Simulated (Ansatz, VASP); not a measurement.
# MoS2 (2H-MoS2 bilayer, 3R (AB)): VASP beside Ansatz

Wanted: the spread between two codes on one cell, functional and k mesh. The structure shown is the start of the Ansatz relaxation below; VASP solves that cell, so the two are compared at the walk's first step.

Calculated with Ansatz 0.2.0; plane waves, with VASP 6.6.1 beside it; single point at PBEsol with D3(BJ).

**1. Starting point**

The cell holds 6 atoms: 4 S and 2 Mo. Cell: a = 3.180 Å, b = 3.180 Å, c = 42.850 Å, α = 90.0°, β = 90.0°, γ = 120.0°. Vacuum lies along c. The height across the vacuum is the one that the program set for its solve, not the one typed.

**2. Ansatz: relaxation, PBEsol with D3(BJ)**

Ansatz runs on its default PAW (the set named soft_2) files.

The two programs are compared at the cell with which this relaxation starts, whose forces are those of its first step.

input.yaml

```yaml
crystal:
  lattice:
    - [3.18, 0.0, 0.0]
    - [-1.59, 2.753960784, 0.0]
    - [0.0, 0.0, 27.525195476]
  atoms:
    - { symbol: S, position: [0.3333333333, 0.6666666667, 0.3269731548] }
    - { symbol: Mo, position: [0.0, 0.0, 0.3862388145] }
    - { symbol: S, position: [0.3333333333, 0.6666666667, 0.4455044742] }
    - { symbol: S, position: [0.6666666667, 0.3333333333, 0.5544955258] }
    - { symbol: Mo, position: [0.3333333333, 0.6666666667, 0.6137611855] }
    - { symbol: S, position: [0.6666666667, 0.3333333333, 0.6730268452] }
  periodic: [true, true, false]
kpoints:
  mp_grid: { grid: [12, 12, 1] }
hamiltonian:
  xc: pbesol
  dispersion: d3bj
scf:
  occupations: { method: fermi_dirac, width: 0.05 }
  convergence: { dr2_threshold: 1.0e-09 }
relax:
  f_tol: 0.004
  max_steps: 90
  cell: {}
output:
  write_potential: true
  write_density: true
  volumetric_format: npy
```

The run is started by

```sh
$ ansatz run input.yaml --threads 4 --pin off --max-ram 6144MiB --backend cpu --events-out ev --progress --plain --runs-dir out
```

Numbers of over 12 decimals in the logs are rounded to 6 here.

Output:

```text
Warning: crystal.periodic: the lattice vector that does not repeat stood 0.000° off the slab's normal, 27.525 Å along it as the deck builds it. The run solves the slab on a vector along the normal, 42.850 Å long, with every atom where it was (on the deck's vector they left 18.00 Å outside them, and the widest stretch free of ions among them is 3.00 Å). A fractional position that the run reports is one of the run's ce [...]
Warning: relax.cell: scf.convergence.dr2_threshold = 1e-9 eV is looser than the 1.57383960337e-10 eV advised for a relaxation that steers and ends on the stress (1e-10 eV for each atom of the cell: 6, times the square of relax.cell.stress_2d_tol = 0.05 N/m over 19.5 Å (the atoms' height at the walk's start and 5 Å past either face), 2.561e-2 GPa, over a crystal's default 0.05). What an SCF threshold leaves in a stress goes as its square root, and in the free energy as the threshold itself, and one threshold admits the most on a small cell: [figures from the program's tests cut] Set scf.convergence.dr2_threshold to 1.57383960337e-10 eV or tighter. [rest of the remark cut]
crystal.periodic: the lattice vector that does not repeat stood 0.000° off the slab's normal, 27.525 Å along it as the deck builds it. The run solves the slab on a vector along the normal, 42.850 Å long, with every atom where it was (on the deck's vector they left 18.00 Å outside them, and the widest stretch free of ions among them is 3.00 Å). A fractional position that the run reports is one of the run's cell, which [...]
Engine: ansatz 0.2.0, aarch64-unknown-linux-gnu
Pseudopotentials: kind: paw
Pseudopotential: S, paw, valence charge 6, recommended cutoff 420 eV (normal), S.paw.azcp
Pseudopotential: Mo, paw, valence charge 14, recommended cutoff 420 eV (normal), Mo.paw.azcp
Functional definition: PBEsol
  exchange = pbesol_x
  correlation = pbesol_c
Crystal: 6 atoms, lattice volume = 375.266 Å³
Basis set: ecut = 420 eV, 7367 PW (Γ), exchange–correlation on 48×48×576 points (8 copies of the dense FFT grid, shifted against one another)
[...]
SCF iter   9: F=—  HF=-13342.199094 eV  |F-HF|=—  |Δ(HF+E_count)|=   2.59e-9  Δρ=6.99e-7  dr2=4.18e-9  ethr=9.19e-11  ⟨swp⟩=3.6  Hψ=1385  notcnv=0
SCF iter  10: F=—  HF=-13342.199094 eV  |F-HF|=—  |Δ(HF+E_count)|=  5.24e-10  Δρ=5.21e-7  dr2=2.83e-9  ethr=1.92e-12  ⟨swp⟩=12.9  Hψ=5399  notcnv=0
SCF iter  11: F=-13342.199094 eV  HF=-13342.199094 eV  |F-HF|=7.28e-11  |Δ(HF+E_count)|=  4.04e-10  Δρ=1.91e-7  dr2=3.57e-10  ethr=1.92e-12  ⟨swp⟩=9.1  Hψ=4639  notcnv=0
SCF 5 converged in 11 iterations: F = -13342.199094 eV  dr2 = 3.57e-10
relax step   5: F+E_penalty+E_count = -13342.19909448 eV  Δ(F+E_penalty+E_count) = -2.270e-4 eV  max|allowed force component| = 5.907e-3 eV/Å  Δτ_max = 0.0108 Å  P = -0.031 N/m  Ω = 360.316 Å³  energy of the carried Pulay correction = +3.160e-4 eV  fix = [c, alpha, beta]  reactions: c -0.000 N/m  (11 SCF iters, accepted)
[...]
relax step   6: F+E_penalty+E_count = -13342.19911506 eV  Δ(F+E_penalty+E_count) = -2.058e-5 eV  max|allowed force component| = 5.126e-4 eV/Å  Δτ_max = 0.0035 Å  P = -0.001 N/m  Ω = 360.314 Å³  energy of the carried Pulay correction = +3.160e-4 eV  fix = [c, alpha, beta]  reactions: c -0.000 N/m  (9 SCF iters, accepted)
[...]
relax step   7: F+E_penalty+E_count = -13342.19877719 eV  Δ(F+E_penalty+E_count) = +3.379e-4 eV  max|allowed force component| = 5.053e-4 eV/Å  Δτ_max = 0.0000 Å  P = +0.001 N/m  Ω = 360.314 Å³  fix = [c, alpha, beta]  reactions: c +0.000 N/m  stress off target by 6.16e-4 N/m on what of the cell is left free  SCF on the basis re-selected at this cell (its energy is not comparable with the rows above)  (6 SCF iters)
basis re-selected at this cell: Δ(F+E_penalty+E_count) = +3.379e-4 eV, ΔP = +0.002 N/m vs the last step (what re-selecting the basis moved, of the pressure what is left beyond the Pulay correction that the steps carried, after the strain that the cell walked since its last selection, with what the two solves' SCF thresholds leave and, on support functions, any second-order correction that the steps lacked; it is no m [...]
SCF converged after 6 iterations
Free energy (F): -13342.198777 eV
Harris-Foulkes:  -13342.198777 eV  (|F-HF|=2.75e-10)
Internal energy: -13342.198775 eV  (E = F + TS)
E sigma→0 (E₀):  -13342.198776 eV
Entropy (-TS):   -0.000002 eV (-0.000 meV/atom)
Fermi energy:    -4.774456 eV
--- Per-component energies (eV) ---
  E_band       = -1154.561817
  E_kinetic    = 1316.546412
  E_local      = -209965.606014  (includes V_loc(G=0)·N_el)
  E_nonlocal   = 403.137215
  E_hartree    = 104106.133188
  E_xc         = -752.911879
  E_vxc        = -811.190130  (∫ρ·V_xc dr)
  E_paw        = -8624.022247  (= ΣΔE_a)
  E_vpaw       = -309.715043  (= ΣTr[D̂ρ^β])
  E_aug_tail   = 0.000066  (compensation charges beyond the density's cutoff)
  E_ewald      = 100175.799023
  E_disp       = -1.940933  (pairwise vdW)
  E_core_change = 0.666396  (= ΣΔE_core)
  E_smearing   = -0.000002  (= −TS)
  E_closure    = 0.000000  (closes the sum)
  Σ components = -13342.198777   (vs F -13342.198777, Δ=0.00e0)
--- Forces (eV/Å), atoms counted from 1 ---
  atom   1  S      0.00000000    -0.00000000    -0.00003177
  atom   2  Mo    -0.00000000    -0.00000000     0.00050578
  atom   3  S      0.00000000    -0.00000000     0.00001886
  atom   4  S      0.00000000    -0.00000000    -0.00023570
  atom   5  Mo     0.00000000    -0.00000000     0.00003143
  atom   6  S      0.00000000    -0.00000000    -0.00028570
  max |Σ_I F_I| component: 2.90e-6 eV/Å
--- 2D stress c σ (N/m, compression-positive) ---
        0.000616       0.000000       0.000000
        0.000000       0.000616      -0.000000
        0.000000      -0.000000       0.000000
  P = ½ c Tr σ = 0.0006 N/m
--- Band table (eV; the first three rows and the last of 19) ---
  k-point 0: bands = ["-66.6788", "-66.5691", "-40.9077", "-40.7984", "-40.6078", "-40.6078", "-40.4982", "-40.4982", "-20.4843", "-20.1685", "-19.1383", "-18.7090", "-12.2979", "-11.4652", "-8.6116", "-8.6116", "-8.5838", "-8.5034", "-8.5034", "-7.4386", "-7.4386", "-7.3252", "-7.3252", "-7.1943", "-6.3160", "-5.2208", "-3.1083", "-3.1083", "-2.9710", "-2.9710", "-2.7956", "-2.7956"]
  k-point 1: bands = ["-66.6755", "-66.5657", "-40.9013", "-40.7920", "-40.6402", "-40.6151", "-40.5307", "-40.5055", "-20.3711", "-20.0559", "-19.0838", "-18.6673", "-12.1747", "-11.3428", "-8.8628", "-8.8362", "-8.7486", "-8.4941", "-8.3851", "-7.9588", "-7.6189", "-7.5023", "-7.2712", "-6.8394", "-6.3204", "-5.4180", "-3.2081", "-3.1258", "-3.0508", "-3.0439", "-2.9288", "-2.8715"]
  k-point 2: bands = ["-66.6663", "-66.5565", "-40.8836", "-40.7743", "-40.7281", "-40.6350", "-40.6186", "-40.5254", "-20.0475", "-19.7360", "-18.9281", "-18.5492", "-11.8614", "-11.0493", "-9.4369", "-9.3791", "-9.2745", "-8.6882", "-8.1737", "-8.0735", "-8.0180", "-7.9143", "-7.2860", "-6.7878", "-6.4471", "-6.0016", "-3.6694", "-3.4005", "-3.3116", "-3.2270", "-3.0599", "-2.9114"]
  k-point 18: bands = ["-66.6221", "-66.5123", "-40.9609", "-40.9075", "-40.8515", "-40.7984", "-40.7980", "-40.6891", "-17.9794", "-17.9070", "-17.8810", "-17.7884", "-11.7310", "-11.6417", "-10.9255", "-10.7641", "-10.3186", "-10.2764", "-9.6750", "-9.5457", "-8.9818", "-8.9325", "-8.2938", "-8.0269", "-6.0085", "-5.8764", "-4.1064", "-4.0038", "-3.0632", "-3.0044", "-2.1742", "-2.0920"]
  the weakly bound empty levels are not read free of the cell's end (no_gap_told)
--- Relaxed structure (6 steps of the walk, 6 accepted, 1 SCFs on fresh bases) ---
  F+E_penalty+E_count = -13342.19877719 eV   max|allowed force component| = 5.053e-4 eV/Å   (the final SCF, on the basis selected at the relaxed cell)
  cell:  # Å, volume = 360.3136 Å³
    - [3.116001, 0, 0]
    - [-1.558001, 2.698536, 0]
    - [0, 0, 42.850391]
  atoms:
    - { symbol: S, position: [0.333333, 0.666667, 0.216903] }
    - { symbol: Mo, position: [-1.8731149317869076e-17, -3.1133979324152492e-18, 0.253407] }
    - { symbol: S, position: [0.333333, 0.666667, 0.289804] }
    - { symbol: S, position: [0.666667, 0.333333, 0.352529] }
    - { symbol: Mo, position: [0.333333, 0.666667, 0.388978] }
    - { symbol: S, position: [0.666667, 0.333333, 0.425446] }
```

**3. VASP: single point, PBEsol with D3(BJ), start cell**

The same cell, functional, mesh and smearing now go to VASP, with its own data sets.

Lines of VASP's logs that name or quote its potential files are left out, and so is its time.

INCAR

```
SYSTEM = MoS2
PREC = Accurate
ENCUT = 400
EDIFF = 1E-06
NELM = 120
ISMEAR = -1
SIGMA = 0.05
LREAL = .FALSE.
ALGO = Normal
GGA = PS
IVDW = 12
NBANDS = 32
LASPH = .TRUE.
LORBIT = 11
LWAVE = .FALSE.
LCHARG = .FALSE.
ISIF = 2
LDIPOL = .TRUE.
IDIPOL = 3
DIPOL = 0.5 0.5 0.321
LVHAR = .TRUE.
GGA_COMPAT = .FALSE.
EFERMI = MIDGAP
NELMDL = -8
KPAR = 2
```

POSCAR

```
MoS2
1.0
    3.1800000000      0.0000000000      0.0000000000
   -1.5900000000      2.7539610000      0.0000000000
    0.0000000000      0.0000000000     42.8503910000
S Mo
4 2
Direct
    0.3333333333      0.6666666667      0.2100330893
    0.3333333333      0.6666666667      0.2861723712
    0.6666666667      0.3333333333      0.3561834010
    0.6666666667      0.3333333333      0.4323226596
    0.0000000000      0.0000000000      0.2481027303
    0.3333333333      0.6666666667      0.3942530419
```

KPOINTS

```
Automatic mesh
0
Gamma
12 12 1
0 0 0
```

Potentials, in the order of the species: S and Mo_sv (PBE family, release 64).

The run is started by

```sh
$ mpirun -np 2 vasp_std
```

Output:

```text
[banner, memory and clock lines left out]
running    2 mpi-ranks, on    1 nodes
 distrk:  each k-point on    1 cores,    2 groups
 distr:  one band on    1 cores,    1 groups

 POSCAR found type information on POSCAR S Mo
 POSCAR found :  2 types and       6 ions
|                                                                             |
|               ----> ADVICE to this user running VASP <----                  |
|                                                                             |
|     You enforced a specific xc type in the INCAR file but a different       |
|     [... a line on the potential file left out ...]
|     I HOPE YOU KNOW WHAT YOU ARE DOING!                                     |
|                                                                             |

 LDA part: xc-table for (Slater+PW92), standard interpolation
 POSCAR, INCAR and KPOINTS ok, starting setup
 FFT: planning ... GRIDC
 FFT: planning ... GRID_SOFT
 FFT: planning ... GRID
 WAVECAR not read
 entering main loop
       N       E                     dE             d eps       ncg     rms          rms(c)
DAV:   1     0.389015131398E+03    0.38902E+03   -0.23446E+04  1560   0.105E+03
DAV:   2    -0.147191221167E+02   -0.40373E+03   -0.39622E+03  1664   0.278E+02
DAV:   3    -0.488403143369E+02   -0.34121E+02   -0.33839E+02  1520   0.767E+01
DAV:   4    -0.497170677631E+02   -0.87675E+00   -0.87238E+00  1568   0.130E+01
DAV:   5    -0.497427130787E+02   -0.25645E-01   -0.25618E-01  1544   0.214E+00
DAV:   6    -0.497437813430E+02   -0.10683E-02   -0.10678E-02  1632   0.414E-01
DAV:   7    -0.497438357849E+02   -0.54442E-04   -0.54435E-04  1640   0.777E-02
DAV:   8    -0.497438363317E+02   -0.54676E-06   -0.54638E-06  1256   0.810E-03    0.312E+01
DAV:   9    -0.476608919950E+02    0.20829E+01   -0.22978E+01  1320   0.253E+01    0.123E+01
DAV:  10    -0.472263077450E+02    0.43458E+00   -0.14243E+01  1376   0.186E+01    0.796E+00
DAV:  11    -0.465842714573E+02    0.64204E+00   -0.25479E+00  1440   0.853E+00    0.303E+00
DAV:  12    -0.466082354184E+02   -0.23964E-01   -0.27760E-01  1624   0.249E+00    0.168E+00
DAV:  13    -0.465822729261E+02    0.25962E-01   -0.13527E-01  1392   0.199E+00    0.353E-01
DAV:  14    -0.465817332235E+02    0.53970E-03   -0.62609E-03  1488   0.420E-01    0.245E-01
[...]
DAV:  22    -0.465816238369E+02   -0.54451E-04   -0.47437E-06  1112   0.813E-03    0.359E-03
DAV:  23    -0.465816467316E+02   -0.22895E-04   -0.79927E-07   968   0.355E-03    0.461E-03
DAV:  24    -0.465816734719E+02   -0.26740E-04   -0.34858E-07   912   0.200E-03    0.340E-03
DAV:  25    -0.465816865157E+02   -0.13044E-04   -0.48528E-07   944   0.216E-03    0.129E-03
DAV:  26    -0.465816973147E+02   -0.10799E-04   -0.29077E-07   888   0.156E-03    0.108E-03
DAV:  27    -0.465817002339E+02   -0.29192E-05   -0.68543E-08   792   0.765E-04    0.899E-04
DAV:  28    -0.465817017552E+02   -0.15213E-05   -0.33138E-08   744   0.492E-04    0.292E-04
DAV:  29    -0.465817026673E+02   -0.91215E-06   -0.21538E-08   752   0.344E-04
   1 F= -.48351762E+02 E0= -.48351762E+02  d E =-.201061E-06
```

Parts of OUTCAR (step 3):

```text
ion  position               nearest neighbor table
   1  0.333  0.667  0.210-   5 2.46   5 2.46   5 2.46
   2  0.333  0.667  0.286-   5 2.46   5 2.46   5 2.46
   3  0.667  0.333  0.356-   6 2.46   6 2.46   6 2.46
   4  0.667  0.333  0.432-   6 2.46   6 2.46   6 2.46
   5  0.000  0.000  0.248-   2 2.46   2 2.46   1 2.46   1 2.46   2 2.46   1 2.46
   6  0.333  0.667  0.394-   4 2.46   4 2.46   4 2.46   3 2.46   3 2.46   3 2.46

  LATTYP: Found a hexagonal cell.
 ALAT       =     3.1800000000
 C/A-ratio  =    13.4749657233

 Subroutine GETGRP returns: Found  6 space group operations
 (whereof  6 operations were pure point group operations)

The static configuration has the point symmetry C_3v.

 Found     19 irreducible k-points:

   k-points           NKPTS =     19   k-points in BZ     NKDIM =     19   number of bands    NBANDS=     32

   dimension x,y,z NGX =    24 NGY =   24 NGZ =  280
   dimension x,y,z NGXF=    48 NGYF=   48 NGZF=  560

   ENCUT  =  400.0 eV  29.40 Ry    5.42 a.u.   5.19  5.19 69.88*2*pi/ulx,y,z

   NELECT =      52.0000    total number of electrons

 k-points in reciprocal lattice and weights: Automatic mesh
   0.00000000  0.00000000  0.00000000       0.007
   0.08333333  0.00000000  0.00000000       0.042
   0.16666667 -0.00000000  0.00000000       0.042
   0.25000000  0.00000000  0.00000000       0.042
   0.33333333  0.00000000  0.00000000       0.042
   0.41666667 -0.00000000  0.00000000       0.042
   0.50000000  0.00000000  0.00000000       0.021
   0.08333333  0.08333333  0.00000000       0.042
   0.16666667  0.08333333  0.00000000       0.083
[...]
0.33333333  0.25000000  0.00000000       0.083
   0.33333333  0.33333333  0.00000000       0.014

 dipolmoment           0.000000      0.000000     -0.002894 electrons x Angstroem

 average (electrostatic) potential at core
       1 -93.4837       2 -93.5113       3 -93.5672       4 -93.5435       5 -83.6471
       6 -83.7031

 E-fermi :  -1.4307

 k-point     1 :       0.0000    0.0000    0.0000
  band No.  band energies     occupation
    ...
     22      -3.5208      2.00000
     23      -3.4621      2.00000
     24      -3.4621      2.00000
     25      -2.7078      2.00000
     26      -2.0354      1.99999
     27       0.3918      0.00000
     28       0.3919      0.00000
     29       0.4577      0.00000
     30       0.4582      0.00000
     31       0.5298      0.00000
    ...

 k-point     2 :       0.0833    0.0000    0.0000
  band No.  band energies     occupation
    ...
     22      -3.6256      2.00000
     23      -3.4614      2.00000
     24      -3.2167      2.00000
     25      -2.7104      2.00000
     26      -2.1462      2.00000
     27       0.2357      0.00000
     28       0.2663      0.00000
     29       0.3167      0.00000
     30       0.3558      0.00000
     31       0.3728      0.00000
    ...

 k-point     3 :       0.1667   -0.0000    0.0000
  band No.  band energies     occupation
    ...
     22      -4.0091      2.00000
     23      -3.5763      2.00000
     24      -3.2260      2.00000
     25      -2.8163      2.00000
     26      -2.5285      2.00000
     27      -0.2978      0.00000
     28      -0.0439      0.00000
     29       0.1270      0.00000
     30       0.1880      0.00000
     31       0.2516      0.00000
    ...

 Edisp (eV)   -1.77006

  Total      -7.19020    -7.19021   -10.97581    -0.00000     0.00000     0.00000
  in kB     -30.69814   -30.69815   -46.86058    -0.00000     0.00000     0.00000
  external pressure =      -36.09 kB  Pullay stress =        0.00 kB

  energy-cutoff  :      400.00
  volume of cell :      375.27
      direct lattice vectors                 reciprocal lattice vectors
     3.180000000  0.000000000  0.000000000     0.314465409  0.181556674  0.000000000
    -1.590000000  2.753961000  0.000000000     0.000000000  0.363113348  0.000000000
     0.000000000  0.000000000 42.850391000     0.000000000  0.000000000  0.023337010

 POSITION                                       TOTAL-FORCE (eV/Angst)
 -----------------------------------------------------------------------------------
     -0.00000      1.83597      9.00000        -0.000000      0.000000      1.543498
     -0.00000      1.83597     12.26260        -0.000000      0.000000     -1.451423
      1.59000      0.91799     15.26260        -0.000000      0.000000      1.439409
      1.59000      0.91799     18.52520         0.000000      0.000000     -1.552929
      0.00000      0.00000     10.63130         0.000000     -0.000000      0.065493
     -0.00000      1.83597     16.89390        -0.000000     -0.000000     -0.044047
 -----------------------------------------------------------------------------------
    total drift:                                0.000000      0.000004      0.000407

  FREE ENERGIE OF THE ION-ELECTRON SYSTEM (eV)
  ---------------------------------------------------
  free  energy   TOTEN  =       -48.3517616718 eV

  energy  without entropy=      -48.3517614708  energy(sigma->0) =      -48.35176157

 vacuum level on the upper side and lower side of the slab         3.590         3.650

 total charge
# of ion       s       p       d       tot
------------------------------------------
    1        1.359   2.288   0.000   3.646
    2        1.360   2.284   0.000   3.644
    3        1.361   2.282   0.000   3.643
    4        1.359   2.287   0.000   3.646
    5        2.278   6.199   3.871  12.348
    6        2.278   6.199   3.870  12.348
--------------------------------------------------
tot          9.994  21.539   7.741  39.274

[... 3 further parts left out ...]
```

This run has no spin polarisation, so a moment on Mo, if there is one, isn't seen.

**4. Side by side**

Known differences besides the potentials themselves: Ansatz cuts the interaction across the vacuum, VASP repeats the sheet with a dipole correction; the cutoff is 420 eV in Ansatz and 400 eV in VASP; Ansatz makes its cores anew for this functional, VASP keeps those of its PBE data sets. Total energies have different zeros and are not compared.

Forces (eV/Å; atoms numbered as in POSCAR):

```
atom        Ansatz x, y, z          VASP x, y, z
  S1   0.000, 0.000, 1.551   0.000, 0.000, 1.543
  S2  0.000, 0.000, -1.457  0.000, 0.000, -1.451
  S3   0.000, 0.000, 1.445   0.000, 0.000, 1.439
  S4  0.000, 0.000, -1.560  0.000, 0.000, -1.553
 Mo5   0.000, 0.000, 0.066   0.000, 0.000, 0.065
 Mo6  0.000, 0.000, -0.045  0.000, 0.000, -0.044
```

The forces differ by 3.0 meV/Å r.m.s., which is 0.4 % of the r.m.s. force of 0.706 eV/Å (both taken over all components). With vacuum in the cell, a pressure given here is an average over mostly empty space and none of the material.

**5. Summary of results**

```json
{"r.m.s. force difference (single point, PBEsol with D3(BJ), start cell)": "0.42 % of the r.m.s. force"}
```

**Reading.** The r.m.s. force difference is 0.42 % of the r.m.s. force (single point, PBEsol with D3(BJ), start cell), within the 3 % picked in this series as the mark of a large difference. 1 further run of this series is not shown here. How closely two codes agree says nothing of how well the functional describes the real material.

[Lines on the potential files, build, host, timing and source positions are cut from VASP's logs without a mark.]

[Logs are printed without paths, hosts, clocks, repeated set-up lines and the standing remarks that a program may print on its own settings, such as how far it seeks lower states.]

[Hosts, paths, dates, database ids (printed as entryN), source tags and the programs' standing remarks are cut or masked in the printed files.]
